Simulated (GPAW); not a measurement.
# BAs (Pm-3m) in GPAW: convergence with k mesh

Aim: find how far k mesh must go before the results for BAs settle, at PBEsol. This setting moves, with any that are tied to it; all else stays.

All numbers are computed with GPAW 26.7.0; they aren't measurements. Logs are shortened: lines on timing, memory, paths and dates and some standing lists are left out, and cuts for length are marked. The log counts tension as positive stress, the text compression.

**1. The crystal as given**

The structure is cubic, space group Pm-3m (No. 221). Conventional cell: a = 2.957 Å, b = 2.957 Å, c = 2.957 Å, α = 90.00°, β = 90.00°, γ = 90.00°. Around B (site symmetry m-3m) lie 8 As at 2.56 Å. As (site symmetry m-3m) is surrounded by 8 B at 2.56 Å.

The cell was built by a generator and needn't be a form met in nature.

**2. With k mesh 2 × 2 × 2**

Contents of run.py:

```python
from ase import Atoms
from ase.dft.bandgap import bandgap
from ase.io import write
from ase.units import GPa
from gpaw import GPAW, PW, setup_paths

setup_paths.insert(0, '.')

atoms = Atoms(['B', 'As'],
              cell=[[2.95701033, 0.0, 0.0],
                    [0.0, 2.95701033, 0.0],
                    [0.0, 0.0, 2.95701033]],
              scaled_positions=[[0.5, 0.5, 0.5],
                                [0.0, 0.0, 0.0]],
              pbc=True)

calc = GPAW(mode=PW(800),
            xc='PBEsol',
            kpts={'size': (2, 2, 2), 'gamma': True},
            occupations={'name': 'fermi-dirac', 'width': 0.05},
            nbands=11,
            convergence={'density': 1e-05, 'energy': 1e-05},
            maxiter=100,
            txt='gpaw.txt')
atoms.calc = calc
energy = atoms.get_potential_energy()
forces = atoms.get_forces()
stress = atoms.get_stress()
calc.write('gs.gpw')
write('result.traj', atoms)
print(f'Energy: {energy:.6f} eV')
print('Forces (eV/A):')
print(forces.round(4))
print('Stress (GPa):', (stress / GPa).round(3))
print('Fermi level:', round(calc.get_fermi_level(), 4), 'eV')
print(f'Gap: {bandgap(calc)[0]:.4f} eV, direct: {bandgap(calc, direct=True)[0]:.4f} eV')
```

Potentials or basis: PAW data sets generated in the run's folder for this functional, pw.

Command:

```sh
> gpaw-setup -f PBEsol As B
> OMP_NUM_THREADS=1 python run.py
```

Wall time 5.3 s (1 thread of Arm Neoverse V1, shared host); peak memory 0.13 GiB.

What came out:

| Property | Result |
| --- | --- |
| Free energy | -9.8430 eV |
| Pressure | -11.3 GPa |
| Band gap on the k mesh | none (metal or under the smearing width) |

**3. With k mesh 3 × 3 × 3**

run.py: that of step 2 with these lines changed.

```diff
@@ -18,3 +18,3 @@
             xc='PBEsol',
-            kpts={'size': (2, 2, 2), 'gamma': True},
+            kpts={'size': (3, 3, 3), 'gamma': True},
             occupations={'name': 'fermi-dirac', 'width': 0.05},
```

Potentials or basis: PAW data sets generated in the run's folder for this functional, pw.

Command:

```sh
> gpaw-setup -f PBEsol As B
> OMP_NUM_THREADS=1 python run.py
```

Wall time 4.4 s (1 thread of Arm Neoverse V1, shared host); peak memory 0.13 GiB.

Results:

| Quantity | Value |
| --- | --- |
| Free energy | -9.0978 eV |
| Pressure | 2.4 GPa |
| Band gap on the k mesh | none (metal or under the smearing width) |

**4. With k mesh 4 × 4 × 4**

run.py: that of step 3 with these lines changed.

```diff
@@ -18,3 +18,3 @@
             xc='PBEsol',
-            kpts={'size': (3, 3, 3), 'gamma': True},
+            kpts={'size': (4, 4, 4), 'gamma': True},
             occupations={'name': 'fermi-dirac', 'width': 0.05},
```

Command:

```sh
> gpaw-setup -f PBEsol As B
> OMP_NUM_THREADS=1 python run.py
```

Run time: 5.5 s. Hardware: 1 thread of Arm Neoverse V1, shared host; peak memory 0.13 GiB.

What came out:

```
Free energy            : -9.4097 eV
Pressure               : -9.6 GPa
Band gap on the k mesh : none (metal or under the smearing width)
```

**5. With k mesh 5 × 5 × 5**

run.py: that of step 4 with these lines changed.

```diff
@@ -18,3 +18,3 @@
             xc='PBEsol',
-            kpts={'size': (4, 4, 4), 'gamma': True},
+            kpts={'size': (5, 5, 5), 'gamma': True},
             occupations={'name': 'fermi-dirac', 'width': 0.05},
```

Command:

```sh
> gpaw-setup -f PBEsol As B
> OMP_NUM_THREADS=1 python run.py
```

It took 5.3 s on 1 thread of Arm Neoverse V1, shared host; peak memory 0.13 GiB.

Results (log left out):

```
Free energy            : -9.2459 eV
Pressure               : -9.3 GPa
Band gap on the k mesh : none (metal or under the smearing width)
```

**6. With k mesh 6 × 6 × 6**

run.py: that of step 5 with these lines changed.

```diff
@@ -18,3 +18,3 @@
             xc='PBEsol',
-            kpts={'size': (5, 5, 5), 'gamma': True},
+            kpts={'size': (6, 6, 6), 'gamma': True},
             occupations={'name': 'fermi-dirac', 'width': 0.05},
```

Potentials or basis: PAW data sets generated in the run's folder for this functional, pw.

Command:

```sh
> gpaw-setup -f PBEsol As B
> OMP_NUM_THREADS=1 python run.py
```

Run time: 7 s. Hardware: 1 thread of Arm Neoverse V1, shared host; peak memory 0.13 GiB.

Results (log left out):

| Item | Value |
| --- | --- |
| Free energy | -9.3279 eV |
| Pressure | -5.2 GPa |
| Band gap on the k mesh | none (metal or under the smearing width) |

**7. With k mesh 7 × 7 × 7**

run.py: that of step 6 with these lines changed.

```diff
@@ -18,3 +18,3 @@
             xc='PBEsol',
-            kpts={'size': (6, 6, 6), 'gamma': True},
+            kpts={'size': (7, 7, 7), 'gamma': True},
             occupations={'name': 'fermi-dirac', 'width': 0.05},
```

Command:

```sh
> gpaw-setup -f PBEsol As B
> OMP_NUM_THREADS=1 python run.py
```

Run time: 7 s. Hardware: 1 thread of Arm Neoverse V1, shared host; peak memory 0.13 GiB.

Results (log left out):

| Property | Result |
| --- | --- |
| Free energy | -9.3274 eV |
| Pressure | -7.1 GPa |
| Band gap on the k mesh | none (metal or under the smearing width) |

**8. With k mesh 8 × 8 × 8**

run.py: that of step 7 with these lines changed.

```diff
@@ -18,3 +18,3 @@
             xc='PBEsol',
-            kpts={'size': (7, 7, 7), 'gamma': True},
+            kpts={'size': (8, 8, 8), 'gamma': True},
             occupations={'name': 'fermi-dirac', 'width': 0.05},
```

Command:

```sh
> gpaw-setup -f PBEsol As B
> OMP_NUM_THREADS=1 python run.py
```

It took 9.3 s on 1 thread of Arm Neoverse V1, shared host; peak memory 0.14 GiB.

The run converged. Its results:

```yaml
Free_energy: -9.2302 eV
Pressure: -6.6 GPa
Band_gap_on_the_k_mesh: none (metal or under the smearing width)
```

**9. With k mesh 10 × 10 × 10**

run.py: that of step 8 with these lines changed.

```diff
@@ -18,3 +18,3 @@
             xc='PBEsol',
-            kpts={'size': (8, 8, 8), 'gamma': True},
+            kpts={'size': (10, 10, 10), 'gamma': True},
             occupations={'name': 'fermi-dirac', 'width': 0.05},
```

Potentials or basis: PAW data sets generated in the run's folder for this functional, pw.

Command:

```sh
> gpaw-setup -f PBEsol As B
> OMP_NUM_THREADS=1 python run.py
```

Wall time 13 s (1 thread of Arm Neoverse V1, shared host); peak memory 0.15 GiB.

The run converged. Its results:

- Free energy: -9.3004 eV
- Pressure: -6.5 GPa
- Band gap on the k mesh: none (metal or under the smearing width)

**10. With k mesh 12 × 12 × 12**

run.py: that of step 9 with these lines changed.

```diff
@@ -18,3 +18,3 @@
             xc='PBEsol',
-            kpts={'size': (10, 10, 10), 'gamma': True},
+            kpts={'size': (12, 12, 12), 'gamma': True},
             occupations={'name': 'fermi-dirac', 'width': 0.05},
```

Potentials or basis: PAW data sets generated in the run's folder for this functional, pw.

Command:

```sh
> gpaw-setup -f PBEsol As B
> OMP_NUM_THREADS=1 python run.py
```

gpaw.txt:

```text
__  _  _
 | _ |_)|_||  |
 |__||  | ||/\| - 26.7.0

Input parameters:
  mode=PW(ecut=800.0),
  convergence={'density': 1e-05, 'energy': 1e-05},
  kpts=MonkhorstPack(size=(12, 12, 12), gamma=True),
  maxiter=100,
  nbands=11,
  occupations=Occupations(name='fermi-dirac', width=0.05),
  xc=XC(name='PBEsol')

Diagonalizing LCAO Hamiltonian
Converting LCAO to pw mode
   .------.
  /|      |
 * |      |
 | | B    |
 | .------.
 |/      /
 As-----*

Atoms  # Å, Bohr magnetons
|   | symbol |        x |        y |        z |    initial magnetic moments |
|---|--------|----------|----------|----------|-----------------------------|
| 0 |      B | 1.478505 | 1.478505 | 1.478505 | ( 0.0000,  0.0000,  0.0000) |
| 1 |     As | 0.000000 | 0.000000 | 0.000000 | ( 0.0000,  0.0000,  0.0000) |

Unit cell  # Å
| periodic |        x |        y |        z |  lengths |    angles |
|----------|----------|----------|----------|----------|-----------|
|      yes | 2.957010 | 0.000000 | 0.000000 | 2.957010 | 90.000000 |
|      yes | 0.000000 | 2.957010 | 0.000000 | 2.957010 | 90.000000 |
|      yes | 0.000000 | 0.000000 | 2.957010 | 2.957010 | 90.000000 |

Number of symmetries: 48
Symmetry operations  # r_c * U_cc + t_c -> r_c
|    | kind |            matrix            |
|----|------|------------------------------|
|  0 |  E   |  1, 0, 0,  0, 1, 0,  0, 0, 1 |
|  1 |  σ   |  1, 0, 0,  0, 1, 0,  0, 0,-1 |
|  2 |  σ   |  1, 0, 0,  0, 0, 1,  0, 1, 0 |
|  3 |  C4  |  1, 0, 0,  0, 0, 1,  0,-1, 0 |
|  4 |  C4  |  1, 0, 0,  0, 0,-1,  0, 1, 0 |
|  5 |  σ   |  1, 0, 0,  0, 0,-1,  0,-1, 0 |
|  6 |  σ   |  1, 0, 0,  0,-1, 0,  0, 0, 1 |
|  7 |  C2  |  1, 0, 0,  0,-1, 0,  0, 0,-1 |
|  8 |  σ   |  0, 1, 0,  1, 0, 0,  0, 0, 1 |
|  9 |  C2  |  0, 1, 0,  1, 0, 0,  0, 0,-1 |
| 10 |  C3  |  0, 1, 0,  0, 0, 1,  1, 0, 0 |
| 11 |  S6  |  0, 1, 0,  0, 0, 1, -1, 0, 0 |
| 12 |  S6  |  0, 1, 0,  0, 0,-1,  1, 0, 0 |
| 13 |  C3  |  0, 1, 0,  0, 0,-1, -1, 0, 0 |
| 14 |  C4  |  0, 1, 0, -1, 0, 0,  0, 0, 1 |
| 15 |  S4  |  0, 1, 0, -1, 0, 0,  0, 0,-1 |
| 16 |  C3  |  0, 0, 1,  1, 0, 0,  0, 1, 0 |
| 17 |  S6  |  0, 0, 1,  1, 0, 0,  0,-1, 0 |
| 18 |  σ   |  0, 0, 1,  0, 1, 0,  1, 0, 0 |
[... 134 lines left out ...]
  Pratt-step length: 0.05
  Maximum mixing coefficient: 0.75
  Old densities: 10
  SVD Regularization: 0.005
  Good broyden scale: 1.0
  Trust region scale: 1.0
  Backstep threshold: 4.0
  History deletion threshold: 6.0
  Fourier metric: weight=20.0, sigma=0.015

occupation numbers:
  Fermi-Dirac:
    width: 0.0500  # eV

poisson solver:
  ecut: 6400.0  # eV

xc functional:
  name: PBEsol with 2 nearest neighbor stencil

convergence criteria:
- Maximum integral of absolute [dens]ity change: 1e-05 electrons / valence electron
- Maximum [total energy] change in last 3 cyles: 1e-05 eV / valence electron
- Maximum integral of absolute [eigenst]ate change: 4e-08 eV^2 / valence electron
maximum number of iterations: 100

SCF iterations
|iter     | |      energy | eigst |  dens |
|---------|-|-------------|-------|-------|
|iter:   1| |   -9.412078 | -0.32 |       |
|iter:   2| |   -9.385640 | -2.53 | -1.10 |
|iter:   3| |   -9.294522 | -2.78 | -1.16 |
|iter:   4| |   -9.293337 | -4.34 | -1.91 |
|iter:   5| |   -9.293112 | -4.77 | -2.23 |
|iter:   6| |   -9.293114 | -6.35 | -3.27 |
|iter:   7| |   -9.293115c| -7.15 | -3.73 |
|iter:   8| |   -9.293115c| -8.41c| -4.72 |
|iter:   9| |   -9.293115c| -9.42c| -5.34c|

Converged in 9 steps
Energy contributions relative to reference atoms: (reference = -62125.300425)

Energy contributions:
  Kinetic:           7.232842
  Coulomb:          -5.667457
  Zero:             -0.001942
  External:          0.000000
  Xc:              -10.852960
  Entropy:          -0.007196
  Spinorbit:         0.000000
  ----------------------------
  Free energy:      -9.296713
  Extrapolated:     -9.293115

dipole moment: (-9.858194, -9.858194, -9.858194)  # |e|*Ang

Fermi level: 8.877
Eigenvalues  # (at kpt = [-0.000, -0.000, -0.000])
| band index |      eig [eV] | occ [0-2] |
|------------|---------------|-----------|
|          0 |        -6.743 |     2.000 |
|          1 |         7.984 |     2.000 |
|          2 |         7.984 |     2.000 |
|          3 |         7.984 |     2.000 |
|          4 |         8.393 |     2.000 |
|          5 |        14.447 |     0.000 |
|          6 |        14.447 |     0.000 |
|          7 |        17.885 |     0.000 |
|          8 |        17.885 |     0.000 |
|          9 |        17.885 |     0.000 |
|         10 |        27.751 |     0.000 |

No gap
No difference between direct/indirect transitions

Forces  # eV/Ang
|        x |        y |       z |
|----------|----------|---------|
|  0.00000 |  0.00000 | 0.00000 |  # B    0
| -0.00000 | -0.00000 | 0.00000 |  # As   1

Stress tensor  # eV/Ang^3
|        x |        y |        z |
|----------|----------|----------|
| 0.039387 | 0.000000 | 0.000000 |
| 0.000000 | 0.039387 | 0.000000 |
| 0.000000 | 0.000000 | 0.039387 |

# Writing to gs.gpw (mode='')
```

stdout:

```text
Energy: -9.293115 eV
Forces (eV/A):
[[ 0.  0.  0.]
 [-0. -0.  0.]]
Stress (GPa): [6.311 6.311 6.311 0.    0.    0.   ]
Fermi level: 8.8769 eV
Gap: 0.0000 eV, direct: 0.0000 eV
```

It took 17 s on 1 thread of Arm Neoverse V1, shared host; peak memory 0.17 GiB.

Results:

```
Free energy            : -9.2967 eV
Pressure               : -6.3 GPa
Band gap on the k mesh : none (metal or under the smearing width)
```

**11. Result**

```
      k mesh  energy less the tightest run, at zero smearing (meV/atom)  pressure (GPa)  SCF cycles  CPU time (s)  peak memory (GiB)
   2 × 2 × 2                                                    -264.22          -11.26          15           5.3               0.13
   3 × 3 × 3                                                     103.92            2.38           8           4.4               0.13
   4 × 4 × 4                                                     -55.98           -9.56           9           5.5               0.13
   5 × 5 × 5                                                      24.66           -9.35           9           5.3               0.13
   6 × 6 × 6                                                     -15.06           -5.22           9             7               0.13
   7 × 7 × 7                                                     -15.16           -7.08           9             7               0.13
   8 × 8 × 8                                                      34.53           -6.59           9           9.3               0.14
10 × 10 × 10                                                      -2.59           -6.49           9            13               0.15
12 × 12 × 12                                                       0.00           -6.31           9            17               0.17
```

Not settled before the last step: the energy (to 1 meV/atom), the pressure (to 0.1 GPa). Meshes of other sizes hit other points, so gaps and Fermi surfaces needn't settle smoothly. The tightest run that finished is the yardstick and may itself not be fully converged.
